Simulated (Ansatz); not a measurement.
Crystal: Gd.

```
Gd
1.0
     3.63600    0.00000    0.00000
    -1.81800    3.14887    0.00000
     0.00000    0.00000    5.78260
Gd
2
Direct
  0.66667 0.33333 0.75000
  0.33333 0.66667 0.25000
```

Base run:

```yaml
Program: Ansatz 0.2.0
Functional: PBE
Potentials_or_basis: Ansatz PAW
Cutoff: "420 eV (not typed: the program's choice for these potentials)"
k_mesh: 8 × 8 × 5
Occupations: fermi-dirac, width 0.05 eV
Spin: no spin polarisation
```

Its results: band gap on the k mesh none (metal or under the smearing width); pressure -2.4 GPa.

After a change of settings the same cell gave: band gap on the k mesh none (metal or under the smearing width); pressure 0.6 GPa; net moment 15.24 μB per cell; site moments Gd +7.34 μB. Which change was it?
A. spin from no spin polarisation to collinear spin, antiferromagnetic start
B. spin from no spin polarisation to collinear spin, ferrimagnetic start
C. spin from no spin polarisation to collinear spin, random start
D. spin from no spin polarisation to collinear spin, ferromagnetic start

D.

Caveats: spin-orbit coupling is left out, which moves the levels of the heavy elements (some runs).
